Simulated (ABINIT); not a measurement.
# InAs (F-43m) in ABINIT: further runs

One crystal, InAs, is run at these levels: PBEsol; tasks: single point.

Program: ABINIT 10.8.3 (patched build). These are calculated values, not measurements. Logs are shortened: lines on timing, memory, paths and dates and some standing lists are left out, and cuts for length are marked. The log counts tension as positive stress, the text compression.

**Measured values to compare with.**

A printed reference work, data compilation reports, for a bulk crystal of InAs at 4.2 K: band gap 0.418 eV (direct).

The runs below are set against these values where they give the same quantity.

## Step 1: Starting point

Symmetry: F-43m, No. 216, cubic system. Conventional cell: a = 6.036 Å, b = 6.036 Å, c = 6.036 Å, α = 90.00°, β = 90.00°, γ = 90.00°. Around In (site symmetry -43m) lie 4 As at 2.61 Å. Around As (site symmetry -43m) lie 4 In at 2.61 Å.

## Step 2: Single point, PBEsol

Contents of run.abi:

```
# Pseudopotentials
pp_dirpath "./"
pseudos "In.upf, As.upf"

# Structure
acell 3*1.0 Angstrom
rprim
     0.0000000000     3.0180000000     3.0180000000
     3.0180000000     0.0000000000     3.0180000000
     3.0180000000     3.0180000000     0.0000000000
ntypat 2
znucl 49 33
natom 2
typat 1 2
xred
     0.0000000000     0.0000000000     0.0000000000
     0.7500000000     0.7500000000     0.7500000000

# Plane-wave basis
ecut 1034.032677 eV

# k points
kptopt 1
ngkpt 6 6 6
nshiftk 1
shiftk 0.0 0.0 0.0

# Exchange and correlation
ixc -116133

# Bands and occupations
nband 18
occopt 3
tsmear 0.05 eV

# SCF cycle
nstep 100
tolvrs 1.0e-10

# Output
iomode 3
prtwf 0
prteig 0
prtebands 0
prtvol 2
prtden 1
prtvha 1
prtvclmb 1
prtpot 1
prtelf 1
```

Potentials or basis: PseudoDojo NC SR PBEsol v0.4.1 standard.

Launch:

```
$ mpirun --bind-to none -np 4 abinit run.abi > log 2>&1
```

run.abo:

```text
.Version 10.8.3 of ABINIT
 Symmetries : space group F-4 3 m (#216); Bravais cF (face-center cubic)
================================================================================
 Values of the parameters that define the memory need of the present run
     intxc =       0    ionmov =       0      iscf =       7    lmnmax =       6
     lnmax =       6     mgfft =      48  mpssoang =       3    mqgrid =    3001
     natom =       2  nloc_mem =       1    nspden =       1   nspinor =       1
    nsppol =       1      nsym =      24    n1xccc =    2501    ntypat =       2
    occopt =       3   xclevel =       2
       mpw =        4168          nfft =      110592          nkpt =          16
================================================================================
================================================================================

--------------------------------------------------------------------------------
------------- Echo of variables that govern the present computation ------------
--------------------------------------------------------------------------------
 -outvars: echo values of preprocessed input variables --------
            acell      1.8897261259E+00  1.8897261259E+00  1.8897261259E+00 Bohr
              amu      1.14820000E+02  7.49215900E+01
             ecut      3.80000000E+01 Hartree
              ixc     -116133
         kptrlatt        6    0    0      0    6    0      0    0    6
          kptrlen      4.83932011E+01
            natom           2
            nband          18
            ngfft          48      48      48
             nkpt          16
            nstep         100
             nsym          24
           ntypat           2
           occopt           3
        prtebands           0
           prteig           0
           prtelf           1
           prtpot           1
         prtvclmb           1
           prtvha           1
           prtvol           2
            prtwf           0
            rprim      0.0000000000E+00  3.0180000000E+00  3.0180000000E+00
                       3.0180000000E+00  0.0000000000E+00  3.0180000000E+00
                       3.0180000000E+00  3.0180000000E+00  0.0000000000E+00
          spgroup         216
           tolvrs      1.00000000E-10
           tsmear      1.83746611E-03 Hartree
            typat      1  2
           xangst      0.0000000000E+00  0.0000000000E+00  0.0000000000E+00
                       4.5270000000E+00  4.5270000000E+00  4.5270000000E+00
            xcart      0.0000000000E+00  0.0000000000E+00  0.0000000000E+00
                       8.5547901720E+00  8.5547901720E+00  8.5547901720E+00
             xred      0.0000000000E+00  0.0000000000E+00  0.0000000000E+00
                       7.5000000000E-01  7.5000000000E-01  7.5000000000E-01
            znucl       49.00000   33.00000

================================================================================

 chkinp: Checking input parameters for consistency.

================================================================================
== DATASET  1 ==================================================================

--- !DatasetInfo
iteration_state: {dtset: 1, }
dimensions: {natom: 2, nkpt: 16, mband: 18, nsppol: 1, nspinor: 1, nspden: 1, mpw: 4168, }
cutoff_energies: {ecut:  38.0, pawecutdg:  -1.0, }
electrons: {nelect:   2.80000000E+01, charge:   0.00000000E+00, occopt:   3.00000000E+00, tsmear:   1.83746611E-03, }
meta: {optdriver: 0, ionmov: 0, optcell: 0, iscf: 7, paral_kgb: 0, }
...

 Real(R)+Recip(G) space primitive vectors, cartesian coordinates (Bohr,Bohr^-1):
 R(1)=  0.0000000  5.7031934  5.7031934  G(1)= -0.0876702  0.0876702  0.0876702
 R(2)=  5.7031934  0.0000000  5.7031934  G(2)=  0.0876702 -0.0876702  0.0876702
 R(3)=  5.7031934  5.7031934  0.0000000  G(3)=  0.0876702  0.0876702 -0.0876702
 Unit cell volume ucvol=  3.7100888E+02 bohr^3
 Angles (23,13,12)=  6.00000000E+01  6.00000000E+01  6.00000000E+01 degrees

 getcut: wavevector=  0.0000  0.0000  0.0000  ngfft=  48  48  48
         ecut(hartree)=     38.000   => boxcut(ratio)=   2.14462

--- Pseudopotential description ------------------------------------------------
- pspini: atom type   1  psp file is ./In.upf
12 -116133 2 -1 1940                          pspcod,pspxc,lmax,lloc,mmax
     nproj     2     2     2

[... 103 lines left out ...]
  3.11E-18 3.43E-18 3.45E-18 2.42E-18 2.40E-18 1.05E-16 2.30E-17 2.30E-17
  3.27E-18 3.28E-18 4.34E-16 3.41E-16 2.92E-15 1.83E-16 5.46E-14 2.04E-14
  1.56E-14 1.02E-13
   0.1667  0.1667  0.0000    1  6.80084E-14 kpt; spin; max resid(k); each band:
[... 32 lines left out ...]
  4.46E-18 2.36E-18 2.05E-18 2.75E-18 8.08E-19 1.16E-16 9.52E-18 1.05E-17
  1.81E-17 2.66E-19 1.60E-16 8.02E-16 1.04E-16 6.99E-16 6.10E-15 2.88E-14
  5.72E-05 1.19E-11
   0.5000  0.3333  0.1667    1  3.42469E-08 kpt; spin; max resid(k); each band:
  4.26E-18 2.99E-18 3.69E-18 2.73E-18 1.48E-18 1.07E-16 1.85E-17 1.89E-17
  1.03E-17 1.93E-18 2.44E-16 1.85E-15 2.39E-16 3.44E-15 4.67E-14 1.21E-14
  8.58E-15 3.42E-08
  -0.3333  0.3333  0.1667    1  4.84771E-06 kpt; spin; max resid(k); each band:
  4.41E-18 3.92E-18 1.81E-18 2.74E-18 2.09E-18 1.17E-16 1.61E-17 1.24E-17
  1.10E-17 3.64E-18 2.58E-16 1.15E-15 2.71E-15 2.99E-16 3.05E-14 2.26E-14
  1.48E-12 4.85E-06
  -0.3333  0.5000  0.1667    1  5.59337E-13 kpt; spin; max resid(k); each band:
  4.45E-18 3.93E-18 1.60E-18 2.77E-18 2.08E-18 1.19E-16 1.43E-17 1.14E-17
  1.22E-17 3.58E-18 1.74E-16 1.45E-16 1.55E-16 3.91E-16 5.79E-14 1.18E-13
  4.32E-14 5.59E-13
 reduced coordinates (array xred) for    2 atoms
       0.000000000000      0.000000000000      0.000000000000
       0.750000000000      0.750000000000      0.750000000000
 rms dE/dt=  0.0000E+00; max dE/dt=  0.0000E+00; dE/dt below (all hartree)
    1       0.000000000000      0.000000000000      0.000000000000
    2       0.000000000000      0.000000000000      0.000000000000

 cartesian coordinates (angstrom) at end:
    1      0.00000000000000     0.00000000000000     0.00000000000000
    2      4.52700000000000     4.52700000000000     4.52700000000000

 cartesian forces (hartree/bohr) at end:
    1     -0.00000000000000    -0.00000000000000    -0.00000000000000
    2     -0.00000000000000    -0.00000000000000    -0.00000000000000
 frms,max,avg= 0.0000000E+00 0.0000000E+00   0.000E+00  0.000E+00  0.000E+00 h/b

 cartesian forces (eV/Angstrom) at end:
    1     -0.00000000000000    -0.00000000000000    -0.00000000000000
    2     -0.00000000000000    -0.00000000000000    -0.00000000000000
 frms,max,avg= 0.0000000E+00 0.0000000E+00   0.000E+00  0.000E+00  0.000E+00 e/A
 length scales=  1.889726125908  1.889726125908  1.889726125908 bohr
              =  1.000000000000  1.000000000000  1.000000000000 angstroms
 Fermi (or HOMO) energy (hartree) =   0.15136   Average Vxc (hartree)=  -0.35919
 Eigenvalues (hartree) for nkpt=  16  k points:
 kpt#   1, nband= 18, wtk=  0.00463, kpt=  0.0000  0.0000  0.0000 (reduced coord)
  -1.13858   -1.13858   -1.13858   -1.13826   -1.13826   -0.37931   -0.37931   -0.37931
  -0.37459   -0.37459   -0.28834    0.14033    0.15004    0.15004    0.15004    0.29226
   0.29226    0.29226
      occupation numbers for kpt#   1
   2.00000    2.00000    2.00000    2.00000    2.00000    2.00000    2.00000    2.00000
   2.00000    2.00000    2.00000    1.99507    1.34412    1.34412    1.34412    0.00000
   0.00000    0.00000
 kpt#   2, nband= 18, wtk=  0.03704, kpt=  0.1667  0.0000  0.0000 (reduced coord)
  -1.13859   -1.13859   -1.13858   -1.13827   -1.13827   -0.38060   -0.37894   -0.37894
  -0.37459   -0.37459   -0.27782    0.05640    0.13831    0.13831    0.19412    0.30677
   0.30879    0.30879
      occupation numbers for kpt#   2
   2.00000    2.00000    2.00000    2.00000    2.00000    2.00000    2.00000    2.00000
   2.00000    2.00000    2.00000    2.00000    1.99836    1.99836    0.00000    0.00000
   0.00000    0.00000
 kpt#   3, nband= 18, wtk=  0.03704, kpt=  0.3333  0.0000  0.0000 (reduced coord)
[... 96 lines left out ...]
  -1.13859   -1.13859   -1.13858   -1.13827   -1.13826   -0.38497   -0.37761   -0.37687
  -0.37501   -0.37432   -0.21779   -0.05854    0.03406    0.07211    0.27265    0.29915
   0.35318    0.41165
      occupation numbers for kpt#  15
   2.00000    2.00000    2.00000    2.00000    2.00000    2.00000    2.00000    2.00000
   2.00000    2.00000    2.00000    2.00000    2.00000    2.00000    0.00000    0.00000
   0.00000    0.00000
 kpt#  16, nband= 18, wtk=  0.05556, kpt= -0.3333  0.5000  0.1667 (reduced coord)
  -1.13860   -1.13858   -1.13858   -1.13828   -1.13826   -0.38558   -0.37710   -0.37648
  -0.37542   -0.37411   -0.21179   -0.06298    0.04494    0.04692    0.26040    0.27497
   0.38509    0.40477
      occupation numbers for kpt#  16
   2.00000    2.00000    2.00000    2.00000    2.00000    2.00000    2.00000    2.00000
   2.00000    2.00000    2.00000    2.00000    2.00000    2.00000    0.00000    0.00000
   0.00000    0.00000
 Total charge density [el/Bohr^3]
)     Maximum=    2.3995E+00  at reduced coord.    0.7500    0.7500    0.8333
)Next maximum=    2.3995E+00  at reduced coord.    0.6667    0.7500    0.8333
)     Minimum=    1.2525E-04  at reduced coord.    0.7500    0.7500    0.7500
)Next minimum=    4.8405E-04  at reduced coord.    0.0000    0.0000    0.0000
   Integrated=    2.8000E+01

--- !EnergyTerms
iteration_state     : {dtset: 1, }
comment             : Components of total free energy in Hartree
kinetic             :  1.17928513133491E+02
hartree             :  5.22089734688254E+01
xc                  : -4.33576668883600E+01
Ewald energy        : -9.28949151399889E+01
psp_core            :  4.07321564509191E+00
local_psp           : -1.43286724206464E+02
non_local_psp       : -6.69150734752424E+01
internal            : -1.72243677462647E+02
'-kT*entropy'       : -3.45080387145670E-05
total_energy        : -1.72243711970686E+02
total_energy_eV     : -4.68699017487583E+03
band_energy         : -1.53821509866506E+01
...

 Cartesian components of stress tensor (hartree/bohr^3)
  sigma(1 1)= -3.39347538E-05  sigma(3 2)=  0.00000000E+00
  sigma(2 2)= -3.39347538E-05  sigma(3 1)=  0.00000000E+00
  sigma(3 3)= -3.39347538E-05  sigma(2 1)=  0.00000000E+00

-Cartesian components of stress tensor (GPa)         [Pressure=  9.9839E-01 GPa]
- sigma(1 1)= -9.98394925E-01  sigma(3 2)=  0.00000000E+00
- sigma(2 2)= -9.98394925E-01  sigma(3 1)=  0.00000000E+00
- sigma(3 3)= -9.98394925E-01  sigma(2 1)=  0.00000000E+00

== END DATASET(S) ==============================================================
================================================================================

 -outvars: echo values of variables after computation  --------
            acell      1.8897261259E+00  1.8897261259E+00  1.8897261259E+00 Bohr
           etotal     -1.7224371197E+02
            fcart     -0.0000000000E+00 -0.0000000000E+00 -0.0000000000E+00
                      -0.0000000000E+00 -0.0000000000E+00 -0.0000000000E+00
            rprim      0.0000000000E+00  3.0180000000E+00  3.0180000000E+00
                       3.0180000000E+00  0.0000000000E+00  3.0180000000E+00
                       3.0180000000E+00  3.0180000000E+00  0.0000000000E+00
           strten     -3.3934753768E-05 -3.3934753768E-05 -3.3934753768E-05
                       0.0000000000E+00  0.0000000000E+00  0.0000000000E+00
           xangst      0.0000000000E+00  0.0000000000E+00  0.0000000000E+00
                       4.5270000000E+00  4.5270000000E+00  4.5270000000E+00
             xred      0.0000000000E+00  0.0000000000E+00  0.0000000000E+00
                       7.5000000000E-01  7.5000000000E-01  7.5000000000E-01
 Calculation completed.
```

Wall time 20 s (4 MPI ranks of Intel Xeon Platinum 8488C (Sapphire Rapids), shared host); peak memory 0.36 GiB.

Results:

- Free energy: -4686.9902 eV
- Pressure: 1.0 GPa
- Band gap on the k mesh: none (metal or under the smearing width)
- Valence electrons inside the program's atomic spheres: In 9.91; As 12.37

Caveat: this crystal is a semiconductor, whose small gap the functional closes, so the metal is an error of the method.

## Step 3: Single point, PBEsol

Contents of run.abi:

```
pp_dirpath "./"
pseudos "In.upf, As.upf"

acell 4.2680965312 4.2680965312 4.2680965312 Angstrom
rprim
     0.0000000000     0.7071067812     0.7071067812
     0.7071067812     0.0000000000     0.7071067812
     0.7071067812     0.7071067812     0.0000000000
ntypat 2
znucl 49 33
natom 2
typat 1 2
xred
     0.0000000000     0.0000000000     0.0000000000
     0.7500000000     0.7500000000     0.7500000000

ecut 42.0

kptopt 1
ngkpt 6 6 6
nshiftk 1
shiftk 0.0 0.0 0.0

ixc -116133

nband 18
occopt 3
tsmear 0.00183747

nstep 100
tolvrs 1.0e-10

iomode 3
prtwf 0
prtden 0
prteig 0
prtebands 0
enunit 1
prtvol 2
```

Potentials or basis: PseudoDojo NC SR PBEsol v0.4.1 standard.

Launch:

```
$ mpirun --bind-to none -np 4 abinit run.abi > log 2>&1
```

It took 19 s on 4 MPI ranks of Arm Neoverse V1, shared host; peak memory 0.36 GiB.

It converged, with:

| Property | Result |
| --- | --- |
| Free energy | -4686.9999 eV |
| Pressure | 1.7 GPa |
| Band gap on the k mesh | none (metal or under the smearing width) |
| Valence electrons inside the program's atomic spheres | In 9.91; As 12.37 |

Levels at points of the mesh, in eV from the Fermi level:
```tsv
k point	band 12	band 13	band 14	band 15	band 16	band 17
(0.00, 0.00, 0.00)	-0.30	-0.04	-0.04	-0.04	3.83	3.83
(0.50, 0.00, 0.00)	-5.88	-1.04	-1.04	0.85	4.60	4.60
(0.50, 0.50, 0.00)	-5.94	-2.39	-2.39	1.40	1.95	9.09
```

Caveat: this crystal is a semiconductor, whose small gap the functional closes, so the metal is an error of the method.

## Step 4: Single point, PBEsol

run.abi: that of step 3 with these lines changed.

```diff
@@ -1 +1,2 @@
+# Pseudopotentials
 pp_dirpath "./"
@@ -3,2 +4,3 @@
 
+# Structure
 acell 4.2680965312 4.2680965312 4.2680965312 Angstrom
@@ -16,4 +18,6 @@
 
-ecut 42.0
+# Plane-wave basis
+ecut 38.0
 
+# k points
 kptopt 1
@@ -23,8 +27,11 @@
 
+# Exchange and correlation
 ixc -116133
 
+# Bands and occupations
 nband 18
 occopt 3
-tsmear 0.00183747
+tsmear 0.05 eV
 
+# SCF cycle
 nstep 100
@@ -32,5 +39,5 @@
 
+# Output
 iomode 3
 prtwf 0
-prtden 0
 prteig 0
@@ -38,2 +45,6 @@
 enunit 1
-prtvol 2
+prtden 1
+prtvha 1
+prtvclmb 1
+prtpot 1
+prtelf 1
```

Potentials or basis: PseudoDojo NC SR PBEsol v0.4.1 standard.

Launch:

```
$ mpirun --bind-to none -np 4 abinit run.abi > log 2>&1
```

run.abo:

```text
.Version 10.8.3 of ABINIT
 Symmetries : space group F-4 3 m (#216); Bravais cF (face-center cubic)
================================================================================
 Values of the parameters that define the memory need of the present run
     intxc =       0    ionmov =       0      iscf =       7    lmnmax =       6
     lnmax =       6     mgfft =      48  mpssoang =       3    mqgrid =    3001
     natom =       2  nloc_mem =       1    nspden =       1   nspinor =       1
    nsppol =       1      nsym =      24    n1xccc =    2501    ntypat =       2
    occopt =       3   xclevel =       2
       mpw =        4168          nfft =      110592          nkpt =          16
================================================================================
================================================================================

--------------------------------------------------------------------------------
------------- Echo of variables that govern the present computation ------------
--------------------------------------------------------------------------------
 -outvars: echo values of preprocessed input variables --------
            acell      8.0655335229E+00  8.0655335229E+00  8.0655335229E+00 Bohr
              amu      1.14820000E+02  7.49215900E+01
             ecut      3.80000000E+01 Hartree
           enunit           1
              ixc     -116133
         kptrlatt        6    0    0      0    6    0      0    0    6
          kptrlen      4.83932011E+01
            natom           2
            nband          18
            ngfft          48      48      48
[... 180 lines left out ...]
kinetic             :  1.17928513133478E+02
hartree             :  5.22089734693425E+01
xc                  : -4.33576668883455E+01
Ewald energy        : -9.28949151391358E+01
psp_core            :  4.07321564497968E+00
local_psp           : -1.43286724207710E+02
non_local_psp       : -6.69150734752608E+01
internal            : -1.72243677462652E+02
'-kT*entropy'       : -3.45080387141584E-05
total_energy        : -1.72243711970691E+02
total_energy_eV     : -4.68699017487596E+03
band_energy         : -1.53821509868686E+01
...

 Cartesian components of stress tensor (hartree/bohr^3)
  sigma(1 1)= -3.39347537E-05  sigma(3 2)=  0.00000000E+00
  sigma(2 2)= -3.39347537E-05  sigma(3 1)=  0.00000000E+00
  sigma(3 3)= -3.39347537E-05  sigma(2 1)=  0.00000000E+00

-Cartesian components of stress tensor (GPa)         [Pressure=  9.9839E-01 GPa]
- sigma(1 1)= -9.98394923E-01  sigma(3 2)=  0.00000000E+00
- sigma(2 2)= -9.98394923E-01  sigma(3 1)=  0.00000000E+00
- sigma(3 3)= -9.98394923E-01  sigma(2 1)=  0.00000000E+00

== END DATASET(S) ==============================================================
================================================================================

 -outvars: echo values of variables after computation  --------
            acell      8.0655335229E+00  8.0655335229E+00  8.0655335229E+00 Bohr
           etotal     -1.7224371197E+02
            fcart      1.1803234660E-29  1.1803234660E-29 -3.5409703980E-29
                      -1.1803234660E-29 -1.1803234660E-29  3.5409703980E-29
            rprim      0.0000000000E+00  7.0710678120E-01  7.0710678120E-01
                       7.0710678120E-01  0.0000000000E+00  7.0710678120E-01
                       7.0710678120E-01  7.0710678120E-01  0.0000000000E+00
           strten     -3.3934753695E-05 -3.3934753695E-05 -3.3934753695E-05
                       0.0000000000E+00  0.0000000000E+00  0.0000000000E+00
           xangst      0.0000000000E+00  0.0000000000E+00  0.0000000000E+00
                       4.5270000000E+00  4.5270000000E+00  4.5270000000E+00
             xred      0.0000000000E+00  0.0000000000E+00  0.0000000000E+00
                       7.5000000000E-01  7.5000000000E-01  7.5000000000E-01
 Calculation completed.
```

It took 15 s on 4 MPI ranks of Arm Neoverse V2, shared host; peak memory 0.36 GiB.

What came out:

- Free energy: -4686.9902 eV
- Pressure: 1.0 GPa
- Band gap on the k mesh: none (metal or under the smearing width)
- Valence electrons inside the program's atomic spheres: In 9.91; As 12.37

Caveat: this crystal is a semiconductor, whose small gap the functional closes, so the metal is an error of the method.

## Step 5: Against experiment

Step 2. Against the measured gap of InAs, 0.418 eV (direct; 4.2 K; a printed reference work, data compilation), the calculated 0.00 eV is off by -0.42 eV. Spin-orbit coupling on As, In is left out. The value is that of PBEsol on a finite k mesh, which can miss the band edges, without temperature or zero-point motion. Semilocal functionals fall short of measured gaps as a rule.

Step 3. Against the measured gap of InAs, 0.418 eV (direct; 4.2 K; a printed reference work, data compilation), the calculated 0.00 eV is off by -0.42 eV. Spin-orbit coupling on As, In is left out. The value is that of PBEsol on a finite k mesh, which can miss the band edges, without temperature or zero-point motion. Semilocal functionals fall short of measured gaps as a rule.

Step 4. A measured gap of InAs is 0.418 eV (direct; 4.2 K; a printed reference work, data compilation); the calculated 0.00 eV misses it by -0.42 eV. Spin-orbit coupling on As, In is left out. The value is that of PBEsol on a finite k mesh, which can miss the band edges, without temperature or zero-point motion. Semilocal functionals fall short of measured gaps as a rule.
